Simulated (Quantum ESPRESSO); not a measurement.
# Ga under changes of volume

One of the cells (17.718 Å³/atom); the others are scaled copies at fixed shape and fractional positions:

```
Ga
1.0
    -1.38440    1.38440    2.31122
     1.38440   -1.38440    2.31122
     1.38440    1.38440   -2.31122
Ga
1
Direct
  0.00000 0.00000 0.00000
```

This isn't the form of Ga at room conditions, which is orthorhombic.

```yaml
Program: Quantum ESPRESSO 7.5
Functional: PBEsol
Potentials_or_basis: GBRV 1.5 PBEsol
Cutoff: 762 eV
Density_cutoff: 6095 eV
k_mesh: 13 × 13 × 13
Occupations: fermi-dirac, width 0.05 eV
Spin: no spin polarisation
```

| volume (Å³/atom) | energy over the lowest point (meV/atom) | pressure (GPa) |
| --- | --- | --- |
| 16.655 | 12.70 | 4.2 |
| 17.010 | ? | ? |
| 17.364 | 0.96 | 1.0 |
| 17.718 | 0.00 | -0.3 |
| 18.073 | 1.81 | -1.5 |
| 18.427 | 6.06 | -2.4 |
| 18.781 | 12.39 | -3.3 |

Problem. What does the run at 17.010 Å³/atom give?

Solution. Energy over the lowest point 5.07 meV/atom; pressure 2.5 GPa.

Worked out: A Birch-Murnaghan fit of order 3 (a polynomial in V^(-2/3)) to the other rows has its minimum at 17.66 Å³/atom with B0 = V·E''(V) = 63 GPa and B' = 5.5 at fixed shape and positions, which overstates the stiffness. It gives 5.03 meV/atom at 17.010 Å³/atom, against the run's 5.07, and -dE/dV = 2.6 GPa, against 2.5.

Energies are extrapolated to zero smearing.
